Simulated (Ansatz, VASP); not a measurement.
## BeS in VASP and in Ansatz

INCAR

```
SYSTEM = BeS
PREC = Accurate
ENCUT = 520
EDIFF = 1E-7
ISMEAR = 0
SIGMA = 0.05
LREAL = .FALSE.
LASPH = .TRUE.
NELM = 100
ALGO = Normal
ISIF = 2
LWAVE = .FALSE.
LCHARG = .FALSE.
GGA = PE
NBANDS = 11
```

KPOINTS

```
Automatic mesh
0
G
  12 12 12
  0 0 0
```

Contents of POSCAR:

```
BeS
1.0
    0.0000000000      2.4362962971      2.4362962971
    2.4362962971      0.0000000000      2.4362962971
    2.4362962971      2.4362962971      0.0000000000
Be S
1 1
Direct
    0.0000000000      0.0000000000      0.0000000000
    0.7500000000      0.7500000000      0.7500000000
```

Input for Ansatz:

```yaml
crystal:
  lattice:
    - [0.0, 2.4362962971, 2.4362962971]
    - [2.4362962971, 0.0, 2.4362962971]
    - [2.4362962971, 2.4362962971, 0.0]
  atoms:
    - { symbol: Be, position: [0.0, 0.0, 0.0] }
    - { symbol: S, position: [0.75, 0.75, 0.75] }
basis:
  ecutwfc: 420
  ecutrho_ratio: 4
kpoints:
  mp_grid: { grid: [12, 12, 12] }
hamiltonian:
  xc: pbe
scf:
  occupations: { method: gaussian, width: 0.05 }
output:
  forces: true
  stress: true
  eigenvalues: true
```

Alike in both runs: task single point; functional PBE; k mesh 12 × 12 × 12; occupations gaussian, width 0.05 eV; no spin polarisation.

|  | VASP | Ansatz |
| --- | --- | --- |
| version | VASP 6.6.1 | Ansatz 0.2.0 |
| potentials or method | VASP PAW PBE potentials, release 64 (Be, S) | scalar-relativistic, plane waves, PAW |
| plane-wave cutoff (eV) | 520 | 420 |
| valence electrons in the cell | 8 | 8 |

```csv
,VASP,Ansatz,Ansatz less VASP
gap on the k mesh at the Fermi level (eV),3.14,3.14,-0.001
least direct gap on the mesh (eV),5.68,5.66,-0.018
pressure (GPa),0.2,0.2,-0.01
```

A k mesh can miss the band edges. PBE gaps usually lie below the measured ones, often by a third to a half.
